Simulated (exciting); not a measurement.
# Li (Fm-3m) in exciting: single point with PBE

Aim: the single point of Li with PBE.

Everything below comes from runs of exciting (release sodium). Logs are shortened: lines on timing, memory, paths and dates and some standing lists are left out, and cuts for length are marked.

### 1 Starting point

The structure is cubic, space group Fm-3m (No. 225). Conventional cell: a = 4.404 Å, b = 4.404 Å, c = 4.404 Å, α = 90.00°, β = 90.00°, γ = 90.00°. Li (site symmetry m-3m) is surrounded by 12 Li at 3.11 Å.

This isn't the form of Li at room conditions, which is bcc.

### 2 Single point, PBE

input.xml reads:

```xml
<input>
  <title>Li</title>
  <structure speciespath="./" tshift="false">
    <crystal scale="1">
      <basevect>5.884792836574 0.000000000000 0.000000000000</basevect>
      <basevect>2.942396418287 5.096380092404 0.000000000000</basevect>
      <basevect>2.942396418287 1.698793364072 4.804913230600</basevect>
    </crystal>
    <species speciesfile="Li.xml" rmt="1.7">
      <atom coord="0.000000000000 0.000000000000 0.000000000000"/>
    </species>
  </structure>
  <groundstate do="fromscratch" ngridk="10 10 10" rgkmax="7" gmaxvr="14" lmaxapw="10" lmaxmat="10" lmaxvr="8" xctype="GGA_PBE" stype="Gaussian" swidth="0.00367493" nempty="8" ValenceRelativity="zora" epsengy="1e-05" epspot="1e-05" maxscl="60" tforce="true" outputlevel="normal"/>
</input>
```

Potentials or basis: all-electron LAPW+lo, shipped species files, valence relativity zora.

On the command line:

```
$ OMP_NUM_THREADS=1 exciting_smp
```

INFO.OUT:

```text
================================================================================
EXCITING SODIUM started
[... 10 lines left out ...]

 Lattice vectors (cartesian) :
      5.8847928366      0.0000000000      0.0000000000
      2.9423964183      5.0963800924      0.0000000000
      2.9423964183      1.6987933641      4.8049132306

 Reciprocal lattice vectors (cartesian) :
      1.0676986398     -0.6164360971     -0.4358861444
      0.0000000000      1.2328721942     -0.4358861444
      0.0000000000      0.0000000000      1.3076584333

 Unit cell volume                           :     144.1048304811
 Brillouin zone volume                      :       1.7213178255

 Species :    1 (Li)
     parameters loaded from                 :    Li.xml
     name                                   :    lithium
     nuclear charge                         :      -3.00000000
     electronic charge                      :       3.00000000
     atomic mass                            :   12652.66897000
     muffin-tin radius                      :       1.70000000
     # of radial points in muffin-tin       :     250

     atomic positions (lattice) :
       1 :   0.00000000  0.00000000  0.00000000

 Total number of atoms per unit cell        :       1

 Spin treatment                             :    spin-unpolarised

 Number of Bravais lattice symmetries       :      48
 Number of crystal symmetries               :      48

 k-point grid                               :      10   10   10
 Total number of k-points                   :      47
 k-point set is reduced with crystal symmetries

 R^MT_min * |G+k|_max (rgkmax)              :       7.00000000
 Species with R^MT_min                      :       1 (Li)
 Maximum |G+k| for APW functions            :       4.11764706
 Maximum |G| for potential and density      :      14.00000000

 G-vector grid sizes                        :      27    27    27
 Total number of G-vectors                  :    6615

 Maximum angular momentum used for
     APW functions                          :      10
     computing H and O matrix elements      :      10
     potential and density                  :       8
     inner part of muffin-tin               :       2

 Total nuclear charge                       :      -3.00000000
 Total electronic charge                    :       3.00000000
 Total core charge                          :       0.00000000
 Total valence charge                       :       3.00000000

 Number of empty states                     :       8
 Total number of valence states             :      10

 Maximum Hamiltonian size                   :     178
 Maximum number of plane-waves              :     176
 Total number of local-orbitals             :       2

 Exchange-correlation type                  :      20
     Perdew-Burke-Ernzerhof, Phys. Rev. Lett. 77, 3865 (1996)
     Generalised gradient approximation (GGA)

 Smearing scheme                            :    Gaussian
 Smearing width                             :       0.00367493

 Using multisecant Broyden potential mixing
[... 16 lines left out ...]
+ SCF iteration number :    1                                                  +
++++++++++++++++++++++++++++++++++++++++++++++++++++++++++++++++++++++++++++++++
 Total energy                               :        -7.54085966
 _______________________________________________________________
 Fermi energy                               :         0.01057455
 Kinetic energy                             :         7.46105877
 Coulomb energy                             :       -13.13756028
 Exchange energy                            :        -1.78527416
 Correlation energy                         :        -0.07908399

 DOS at Fermi energy (states/Ha/cell)       :        15.74976746

 Electron charges :
     core                                   :         0.00000000
     core leakage                           :         0.00000000
     valence                                :         3.00000000
     interstitial                           :         0.92228004
     charge in muffin-tin spheres :
                  atom     1    Li          :         2.07771996
     total charge in muffin-tins            :         2.07771996
     total charge                           :         3.00000000

++++++++++++++++++++++++++++++++++++++++++++++++++++++++++++++++++++++++++++++++
+ SCF iteration number :    2                                                  +
++++++++++++++++++++++++++++++++++++++++++++++++++++++++++++++++++++++++++++++++
 Total energy                               :        -7.53473105
 _______________________________________________________________
 Fermi energy                               :         0.01052730
 Kinetic energy                             :         7.45996891
 Coulomb energy                             :       -13.13122600
 Exchange energy                            :        -1.78439614
 Correlation energy                         :        -0.07907782

 DOS at Fermi energy (states/Ha/cell)       :        15.76669511

 Electron charges :
     core                                   :         0.00000000
     core leakage                           :         0.00000000
     valence                                :         3.00000000
     interstitial                           :         0.92239390
     charge in muffin-tin spheres :
                  atom     1    Li          :         2.07760610
     total charge in muffin-tins            :         2.07760610
     total charge                           :         3.00000000

 RMS change in effective potential (target) :   56.6187      ( 0.100000E-04)
 Absolute change in total energy   (target) :  0.612861E-02  ( 0.100000E-04)
 Charge distance                   (target) :  0.495639E-03  ( 0.100000E-04)
 Abs. change in max-nonIBS-force   (target) :   0.00000      ( 0.500000E-04)

++++++++++++++++++++++++++++++++++++++++++++++++++++++++++++++++++++++++++++++++
+ SCF iteration number :    3                                                  +
++++++++++++++++++++++++++++++++++++++++++++++++++++++++++++++++++++++++++++++++
 Total energy                               :        -7.53009383
 _______________________________________________________________
 Fermi energy                               :         0.01048181
 Kinetic energy                             :         7.45858685
 Coulomb energy                             :       -13.12593238
 Exchange energy                            :        -1.78367382
 Correlation energy                         :        -0.07907448

 DOS at Fermi energy (states/Ha/cell)       :        15.78005903

 Electron charges :
     core                                   :         0.00000000
     core leakage                           :         0.00000000
     valence                                :         3.00000000
     interstitial                           :         0.92247840
     charge in muffin-tin spheres :
                  atom     1    Li          :         2.07752160
     total charge in muffin-tins            :         2.07752160
     total charge                           :         3.00000000
[... 129 lines left out ...]
 DOS at Fermi energy (states/Ha/cell)       :        15.81041387

 Electron charges :
     core                                   :         0.00000000
     core leakage                           :         0.00000000
     valence                                :         3.00000000
     interstitial                           :         0.92259818
     charge in muffin-tin spheres :
                  atom     1    Li          :         2.07740182
     total charge in muffin-tins            :         2.07740182
     total charge                           :         3.00000000

 RMS change in effective potential (target) :  0.932914E-05  ( 0.100000E-04)
 Absolute change in total energy   (target) :  0.215319E-05  ( 0.100000E-04)
 Charge distance                   (target) :  0.163731E-06  ( 0.100000E-04)
 Abs. change in max-nonIBS-force   (target) :   0.00000      ( 0.500000E-04)

++++++++++++++++++++++++++++++++++++++++++++++++++++++++++++++++++++++++++++++++
+ SCF iteration number :    9                                                  +
++++++++++++++++++++++++++++++++++++++++++++++++++++++++++++++++++++++++++++++++
 Total energy                               :        -7.52216908
 _______________________________________________________________
 Fermi energy                               :         0.01031734
 Kinetic energy                             :         7.45468316
 Coulomb energy                             :       -13.11552572
 Exchange energy                            :        -1.78226129
 Correlation energy                         :        -0.07906523

 DOS at Fermi energy (states/Ha/cell)       :        15.81041176

 Electron charges :
     core                                   :         0.00000000
     core leakage                           :         0.00000000
     valence                                :         3.00000000
     interstitial                           :         0.92259819
     charge in muffin-tin spheres :
                  atom     1    Li          :         2.07740181
     total charge in muffin-tins            :         2.07740181
     total charge                           :         3.00000000

 RMS change in effective potential (target) :  0.268311E-06  ( 0.100000E-04)
 Absolute change in total energy   (target) :  0.316288E-06  ( 0.100000E-04)
 Charge distance                   (target) :  0.242884E-07  ( 0.100000E-04)
 Abs. change in max-nonIBS-force   (target) :   0.00000      ( 0.500000E-04)

++++++++++++++++++++++++++++++++++++++++++++++++++++++++++++++++++++++++++++++++
| Convergency criteria checked for the last 2 iterations                       +
| Convergence targets achieved. Performing final SCF iteration                 +
++++++++++++++++++++++++++++++++++++++++++++++++++++++++++++++++++++++++++++++++
 Total energy                               :        -7.52216909
 _______________________________________________________________
 Fermi energy                               :         0.01031733
 Kinetic energy                             :         7.45468316
 Coulomb energy                             :       -13.11552573
 Exchange energy                            :        -1.78226130
 Correlation energy                         :        -0.07906523

 DOS at Fermi energy (states/Ha/cell)       :        15.81040800

 Electron charges :
     core                                   :         0.00000000
     core leakage                           :         0.00000000
     valence                                :         3.00000000
     interstitial                           :         0.92259818
     charge in muffin-tin spheres :
                  atom     1    Li          :         2.07740182
     total charge in muffin-tins            :         2.07740182
     total charge                           :         3.00000000

++++++++++++++++++++++++++++++++++++++++++++++++++++++++++++++++++++++++++++++++
+ Self-consistent loop stopped                                                 +
++++++++++++++++++++++++++++++++++++++++++++++++++++++++++++++++++++++++++++++++
 STATE.OUT is written

--------------------------------------------------------------------------------
- Writing atomic positions and forces                                          -
--------------------------------------------------------------------------------

 Atomic positions (lattice) :
 atom     1  Li  :     0.00000000    0.00000000    0.00000000

 Total atomic forces including IBS (cartesian) :
 atom     1  Li  :     0.00000000    0.00000000    0.00000000

 Atomic force components including IBS (cartesian) :
 atom     1  Li  :     0.00000000    0.00000000    0.00000000   HF force
                 :     0.00000000    0.00000000    0.00000000   core correction
                 :     0.00000000    0.00000000    0.00000000   IBS correction

********************************************************************************
[... 7 lines left out ...]
| EXCITING SODIUM stopped                                                      =
================================================================================
```

Wall time 8.9 s (1 thread of Intel Xeon 6975P-C (Granite Rapids), shared host); peak memory 0.1 GiB.

What came out:

| Quantity | Value |
| --- | --- |
| Free energy | -204.6916 eV |
| Band gap on the k mesh | none (metal or under the smearing width) |
| All electrons inside the program's atomic spheres | Li 2.08 (radii Li 1.7 bohr) |
| Density of states at the Fermi level | 0.58 states/eV per cell |

Levels at points of the mesh, in eV from the Fermi level:
| k point | band 1 | band 2 | band 3 | band 4 | band 5 |
| --- | --- | --- | --- | --- | --- |
| (0.00, 0.00, 0.00) | -46.54 | -3.44 | 13.88 | 13.88 | 13.88 |
| (0.50, 0.00, 0.00) | -46.52 | 0.07 | 2.80 | 12.22 | 12.22 |
| (0.50, 0.50, 0.00) | -46.52 | 1.55 | 4.58 | 8.20 | 8.20 |

Caveat: the log's total energy holds no entropy term; the free energy is that total less TS from the occupations.
